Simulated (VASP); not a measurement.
# GaSe (P6_3/mmc) in VASP: further runs

One crystal, GaSe, is run at these levels: PBE+D3(BJ), PBEsol; tasks: relaxation of cell and atoms.

Everything below comes from runs of VASP 6.6.1. Logs are shortened: lines on timing, memory, paths and dates and some standing lists are left out, and cuts for length are marked.

## Step 1: The crystal as given

It takes space group P6_3/mmc (No. 194, hexagonal). Conventional cell: a = 3.771 Å, b = 3.771 Å, c = 15.971 Å, α = 90.00°, β = 90.00°, γ = 120.00°. Ga (site symmetry 3m) is surrounded by 1 Ga at 2.45 Å and 3 Se at 2.48 Å. Se (site symmetry 3m) is surrounded by 3 Ga at 2.48 Å.

## Step 2: Relaxation of cell and atoms, PBE+D3(BJ)

The input, INCAR:

```
SYSTEM = GaSe
PREC = Accurate
ENCUT = 600
EDIFF = 1E-7
ISMEAR = 0
SIGMA = 0.03
LREAL = .False.
LASPH = .True.
NELM = 80
ALGO = Normal
ISIF = 3
LWAVE = .False.
LCHARG = .False.
GGA = PE
IVDW = 12
IBRION = 2
NSW = 90
EDIFFG = -0.005
KPAR = 2
```

The input, KPOINTS:

```
Automatic mesh
0
Gamma
  12 12 2
  0 0 0
```

The input, POSCAR:

```
GaSe                                    
1.0
    3.7709758279      0.0000000000     -0.0000000000
   -1.8854879140      3.2657608641     -0.0000000000
   -0.0000000000     -0.0000000000     15.9712920008
  Ga              Se            
     4     4
Direct
     0.3333333332999970    0.6666666667000030    0.1734410706682785
     0.6666666667000030    0.3333333332999970    0.6734410706682784
     0.3333333332999970    0.6666666667000030    0.3265589293317215
     0.6666666667000030    0.3333333332999970    0.8265589293317216
     0.3333333332999970    0.6666666667000030    0.5995059473419597
     0.6666666667000030    0.3333333332999970    0.0995059473419597
     0.3333333332999970    0.6666666667000030    0.9004940526580403
     0.6666666667000030    0.3333333332999970    0.4004940526580402
```

Potentials or basis: VASP PAW PBE potentials, release 64 (Ga_d, Se).

Started as:

```
$ cat potpaw_PBE.64/Ga_d/POTCAR potpaw_PBE.64/Se/POTCAR > POTCAR
$ mpirun -np 2 vasp_std > vasp.out
```

OUTCAR:

```text
SYSTEM = GaSe
   PREC = Accurate
   ENCUT = 600
   EDIFF = 1E-7
   ISMEAR = 0
   LREAL = .False.
   LASPH = .True.
   NELM = 80
   ISIF = 3
   GGA = PE
   IVDW = 12
   IBRION = 2
   NSW = 90
   EDIFFG = -0.005
 IVDW          = 12

 ion  position               nearest neighbor table
   1  0.333  0.667  0.173-   3 2.45   6 2.48   6 2.48   6 2.48
   2  0.667  0.333  0.673-   4 2.45   5 2.48   5 2.48   5 2.48
   3  0.333  0.667  0.327-   1 2.45   8 2.48   8 2.48   8 2.48
   4  0.667  0.333  0.827-   2 2.45   7 2.48   7 2.48   7 2.48
   5  0.333  0.667  0.600-   2 2.48   2 2.48   2 2.48
   6  0.667  0.333  0.100-   1 2.48   1 2.48   1 2.48
   7  0.333  0.667  0.900-   4 2.48   4 2.48   4 2.48
   8  0.667  0.333  0.400-   3 2.48   3 2.48   3 2.48

  LATTYP: Found a hexagonal cell.
 ALAT       =     3.7709758279
 C/A-ratio  =     4.2353207047

  Lattice vectors:

 A1 = (   3.7709758279,   0.0000000000,   0.0000000000)
 A2 = (  -1.8854879140,   3.2657608641,   0.0000000000)
 A3 = (   0.0000000000,   0.0000000000,  15.9712920008)

Analysis of symmetry for initial positions (statically):
=====================================================================
 Subroutine PRICEL returns:
 Original cell was already a primitive cell.

 Routine SETGRP: Setting up the symmetry group for a
 hexagonal supercell.

 Subroutine GETGRP returns: Found 24 space group operations
 (whereof 12 operations were pure point group operations)
 out of a pool of 24 trial point group operations.

The static configuration has the point symmetry D_3d.
 The point group associated with its full space group is D_6h.

Analysis of symmetry for dynamics (positions and initial velocities):
=====================================================================
 Subroutine PRICEL returns:
 Original cell was already a primitive cell.

 Routine SETGRP: Setting up the symmetry group for a
 hexagonal supercell.

 Subroutine GETGRP returns: Found 24 space group operations
 (whereof 12 operations were pure point group operations)
 out of a pool of 24 trial point group operations.

The dynamic configuration has the point symmetry D_3d.
 The point group associated with its full space group is D_6h.

 Subroutine INISYM returns: Found 24 space group operations
 (whereof 12 operations are pure point group operations),
 and found     1 'primitive' translations

[... 181 lines left out ...]
 POSITION                                       TOTAL-FORCE (eV/Angst)
 -----------------------------------------------------------------------------------
     -0.00000      2.17717      2.77008        -0.000000     -0.000000      0.007027
      1.88549      1.08859     10.75572         0.000000     -0.000000      0.007027
     -0.00000      2.17717      5.21557        -0.000000     -0.000000     -0.007027
      1.88549      1.08859     13.20121         0.000000      0.000000     -0.007027
     -0.00000      2.17717      9.57488         0.000000      0.000000      0.000259
      1.88549      1.08859      1.58924        -0.000000     -0.000000      0.000259
     -0.00000      2.17717     14.38205        -0.000000     -0.000000     -0.000259
      1.88549      1.08859      6.39641        -0.000000     -0.000000     -0.000259
 -----------------------------------------------------------------------------------
    total drift:                               -0.000000      0.000000      0.000000

  FREE ENERGIE OF THE ION-ELECTRON SYSTEM (eV)
  ---------------------------------------------------
  free  energy   TOTEN  =       -32.5558176840 eV

  energy  without entropy=      -32.5558176840  energy(sigma->0) =      -32.55581768

--------------------------------------- Ionic step        2  -------------------------------------------

 number of electron      75.9999991 magnetization

 Free energy of the ion-electron system (eV)
  ---------------------------------------------------
  ext. energy  EPLUGINS =         0.00000000
  ---------------------------------------------------
  free energy    TOTEN  =       -30.23482218 eV

  energy without entropy =      -30.23482218  energy(sigma->0) =      -30.23482218

 E-fermi :   3.5427     XC(G=0):  -9.2442

 val. band max:        3.4142389982   @ k =   0.0000   0.0000   0.0000
 cond. band min:       4.2614373736   @ k =   0.0000   0.0000   0.0000
 fundamental gap:      0.8471983754
 Fermi energy:         3.5426781341

 k-point     1 :       0.0000    0.0000    0.0000
  band No.  band energies     occupation
      1     -11.7794      2.00000
      2     -11.7792      2.00000
      3     -11.6583      2.00000
      4     -11.6583      2.00000
      5     -11.6582      2.00000
      6     -11.6582      2.00000
[... 1141 lines left out ...]
     44       7.4649      0.00000
     45       7.6784      0.00000

 [... further k-points ...]

------------------------ aborting loop because EDIFF is reached ----------------------------------------

 Edisp (eV)   -2.32101

 E8    (eV) :    -1.0197

  FORCE on cell =-STRESS in cart. coord.  units (eV):
  Direction    XX          YY          ZZ          XY          YZ          ZX
  --------------------------------------------------------------------------------------
  -------------------------------------------------------------------------------------
  Total       0.00654     0.00654     0.00930    -0.00000    -0.00000     0.00000
  in kB       0.05327     0.05327     0.07575    -0.00000    -0.00000     0.00000
  external pressure =        0.06 kB  Pullay stress =        0.00 kB

 VOLUME and BASIS-vectors are now :
 -----------------------------------------------------------------------------
  energy-cutoff  :      600.00
  volume of cell :      196.63
      direct lattice vectors                 reciprocal lattice vectors
     3.770971488  0.000000000  0.000000000     0.265183654  0.153103854  0.000000000
    -1.885485744  3.265757105 -0.000000000    -0.000000000  0.306207709  0.000000000
     0.000000000  0.000000000 15.966690764    -0.000000000 -0.000000000  0.062630386

 POSITION                                       TOTAL-FORCE (eV/Angst)
 -----------------------------------------------------------------------------------
     -0.00000      2.17717      2.76962        -0.000000      0.000000     -0.001948
      1.88549      1.08859     10.75296         0.000000     -0.000000     -0.001948
     -0.00000      2.17717      5.21373        -0.000000      0.000000      0.001948
      1.88549      1.08859     13.19707         0.000000     -0.000000      0.001948
     -0.00000      2.17717      9.57214         0.000000     -0.000000      0.000247
      1.88549      1.08859      1.58879        -0.000000     -0.000000      0.000247
     -0.00000      2.17717     14.37790         0.000000      0.000000     -0.000247
      1.88549      1.08859      6.39455        -0.000000     -0.000000     -0.000247
 -----------------------------------------------------------------------------------
    total drift:                               -0.000000      0.000000      0.000000

  FREE ENERGIE OF THE ION-ELECTRON SYSTEM (eV)
  ---------------------------------------------------
  free  energy   TOTEN  =       -32.5558277956 eV

  energy  without entropy=      -32.5558277956  energy(sigma->0) =      -32.55582780

 reached required accuracy - stopping structural energy minimisation
```

CONTCAR:

```text
GaSe
   1.00000000000000
     3.7709714877358911    0.0000000000000001    0.0000000000000000
    -1.8854857439179455    3.2657571054076251   -0.0000000000000000
     0.0000000000000000    0.0000000000000000   15.9666907635623492
  Ga              Se
     4     4
Direct
     0.3333333332999970    0.6666666667000030    0.1734622970253100
     0.6666666667000030    0.3333333332999970    0.6734622970253100
     0.3333333332999970    0.6666666667000030    0.3265377029746900
     0.6666666667000030    0.3333333332999970    0.8265377029746900
     0.3333333332999970    0.6666666667000030    0.5995067282872684
     0.6666666667000030    0.3333333332999970    0.0995067282872684
     0.3333333332999970    0.6666666667000030    0.9004932717127316
     0.6666666667000030    0.3333333332999970    0.4004932717127316

  0.00000000E+00  0.00000000E+00  0.00000000E+00
  0.00000000E+00  0.00000000E+00  0.00000000E+00
  0.00000000E+00  0.00000000E+00  0.00000000E+00
  0.00000000E+00  0.00000000E+00  0.00000000E+00
  0.00000000E+00  0.00000000E+00  0.00000000E+00
  0.00000000E+00  0.00000000E+00  0.00000000E+00
  0.00000000E+00  0.00000000E+00  0.00000000E+00
  0.00000000E+00  0.00000000E+00  0.00000000E+00
```

Wall time 4 min (2 MPI ranks of Intel Xeon Platinum 8488C (Sapphire Rapids), shared host); peak memory 0.56 GiB.

What came out:

```
Free energy                            : -32.5558 eV
Relaxed volume                         : 24.58 Å³/atom
Relaxed cell                           : a = 3.771 Å, b = 3.771 Å, c = 15.967 Å, α = 90.00°, β = 90.00°, γ = 120.00°
Space group after relaxing (to 0.05 Å) : P6_3/mmc (No. 194)
Energy gained by relaxing              : 0.0 meV/atom
Ionic steps                            : 2
Pressure after relaxing                : 0.0 GPa
Band gap on the k mesh                 : 0.85 eV, direct
Dispersion energy per atom             : -0.290 eV
```

Final structure:
```xyz
8
Lattice="3.7710 0.0000 0.0000 -1.8855 3.2658 0.0000 0.0000 0.0000 15.9667" Properties=species:S:1:pos:R:3 pbc="T T T"
Ga    0.0000    2.1772    2.7696
Ga    1.8855    1.0886   10.7530
Ga    0.0000    2.1772    5.2137
Ga    1.8855    1.0886   13.1971
Se    0.0000    2.1772    9.5721
Se    1.8855    1.0886    1.5888
Se    0.0000    2.1772   14.3779
Se    1.8855    1.0886    6.3946
```

(Continued in part 2 of 2.)
